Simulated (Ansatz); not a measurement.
# Ni2Ge: how the axes shrink under pressure

Ni2Ge, P6_3/mmc, a = 3.972 Å, c = 5.014 Å. The structure is a Materials Project entry; whether it is the stable form wasn't checked. Ansatz: PBEsol, PAW, 420 eV, Γ-centred 12×12×8 mesh on 6 atoms, Gaussian smearing 0.10 eV; no spin polarisation. Cell and atoms are relaxed at each pressure, and no other structure is tried, so the rows at high pressure may lie past a change of phase. y = 100 ln(c/c0) with c0 = 5.0141 Å, so nearly a change in per cent. The pressures are the targets, met within 0.02 GPa.

```tsv
P (GPa)	y	100 ln(a/a0)
-3.0	0.65	0.45
0.0	0.00	0.00
3.0	-0.57	-0.44
8.0	?	?
15.0	-2.61	-1.89
30.0	-4.58	-3.39
60.0	-7.49	-5.73
```

Q: Fit y = c1 P + c2 P² to the other rows, give the linear compressibility along c, and predict the missing y.

A: Least squares on the rows shown. y = −0.1852 P + 0.001009 P². The linear compressibility along c is −c1/100 = 1.85 per TPa, against 1.33 along a from the same fit to the last column (its missing entry is -1.07): the crystal is softer along c at low pressure. The runs next to zero pressure give 2.04 and 1.47, so a parabola over the whole range misstates the start. With a term in P³ added, the coefficient of P becomes -0.2019, 9 % more, which shows how far this figure hangs on the form. At P = 8.0 the fit asked for gives -1.42. The run gave -1.51, so the fit is 0.09 too high, within twice the rms miss on the fitted rows (0.06).